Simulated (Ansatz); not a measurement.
# TePb: stress in a strained cell

Aim: deform TePb (equal xx and yy strain of +1 %) and compute stress, forces and field gradients with LAPW, PAW and all-electron datasets made for the crystal.

Program: Ansatz 0.2.0. Level of theory: DFT PBEsol, scalar-relativistic. These are calculated values, not measurements.

## 1. Starting point

The structure is cubic, space group Fm-3m (No. 225). Conventional cell: a = 6.454 Å, b = 6.454 Å, c = 6.454 Å, α = 90.00°, β = 90.00°, γ = 90.00°. Around Te (site symmetry m-3m) lie 6 Pb at 3.23 Å. Pb (site symmetry m-3m) is surrounded by 6 Te at 3.23 Å.

Structure file:

```cif
data_structure
_symmetry_space_group_name_H-M 'Fm-3m'
_symmetry_Int_Tables_number 225
_cell_length_a 6.4540
_cell_length_b 6.4540
_cell_length_c 6.4540
_cell_angle_alpha 90.000
_cell_angle_beta 90.000
_cell_angle_gamma 90.000
_cell_volume 268.84
loop_
_atom_site_label
_atom_site_type_symbol
_atom_site_symmetry_multiplicity
_atom_site_Wyckoff_symbol
_atom_site_fract_x
_atom_site_fract_y
_atom_site_fract_z
_atom_site_occupancy
Te1 Te 4 b 0.50000 0.00000 0.00000 1
Pb1 Pb 4 a 0.00000 0.00000 0.00000 1
```

The file gives the conventional cell by its symmetry; the runs use the cell typed in the input.

Atoms are numbered in the order of the input: Te1, Pb2.

## 2. After the deformation

Space group Fm-3m before, I4/mmm after.

## 3. Full-potential LAPW

Contents of input.yaml:

```yaml
crystal:
  lattice:
    - [0.0, 3.25927, 3.227]
    - [3.25927, 0.0, 3.227]
    - [3.25927, 3.25927, 0.0]
  atoms:
    - { symbol: Te, position: [0.5, 0.5, 0.5] }
    - { symbol: Pb, position: [0.0, 0.0, 0.0] }
kpoints:
  mp_grid: { grid: [10, 10, 10] }
  band_path:
    path:
      - [0.0, 0.0, 0.0]
      - [0.0, 0.5, 0.5]
      - [0.25, 0.75, 0.5]
      - [0.0, 0.5, 0.0]
      - [0.0, 0.0, 0.0]
      - [0.5, 0.5, 0.0]
      - [0.3775125, 0.6224875, 0.0]
      - [-0.3775125, 0.3775125, 0.0]
      - [0.0, 0.0, 0.0]
    npoints: 5
scf:
  occupations: { method: fermi_dirac, width: 0.03 }
hamiltonian:
  xc: pbesol
  pseudopotentials: { kind: all_electron, lapw: { basis_error: 0.0005 } }
output:
  forces: true
  stress: true
  eigenvalues: true
```

Started as:

```sh
$ ansatz run input.yaml --threads 1 --pin off --max-ram 3072MiB --backend cpu --events-out ev --progress --plain --runs-dir out
```

## 4. PAW on the default files

Contents of input.yaml:

```yaml
crystal:
  lattice:
    - [0.0, 3.25927, 3.227]
    - [3.25927, 0.0, 3.227]
    - [3.25927, 3.25927, 0.0]
  atoms:
    - { symbol: Te, position: [0.5, 0.5, 0.5] }
    - { symbol: Pb, position: [0.0, 0.0, 0.0] }
kpoints:
  mp_grid: { grid: [10, 10, 10] }
scf:
  occupations: { method: fermi_dirac, width: 0.03 }
hamiltonian:
  xc: pbesol
  pseudopotentials: { kind: paw }
output:
  forces: true
  stress: true
  eigenvalues: true
  efg: { contact_densities: true }
```

## 5. All-electron PAW on datasets made for the crystal

input.yaml, as its differences from that of step 4:

```diff
@@ -14,3 +14,3 @@
   xc: pbesol
-  pseudopotentials: { kind: paw }
+  pseudopotentials: { kind: all_electron, datasets: crystal }
 output:
```

(Steps that only read results are left out.)

Before running it: what results should come out? Wanted: pressure; largest shear or deviatoric stress.

**Answer**, as computed:

| quantity | value |
| --- | --- |
| pressure | LAPW -1.04, PAW -1.05, crystal datasets -1.04 GPa |
| largest shear or deviatoric stress (LAPW) | 0.73 GPa |

**Reading.** The largest part of the stress beyond the pressure is 0.73 GPa in size, in the zz component; the atoms are carried along and not relaxed. No run of the undeformed cell stands beside it, so the pressure holds what the given cell had before the change. PAW: stress within 0.01 GPa of LAPW. Crystal datasets: stress within 0.01 GPa of LAPW. Spin-orbit coupling is left out, though the cell holds Pb; in elements this heavy it can shift bands and gaps by tenths of an eV.
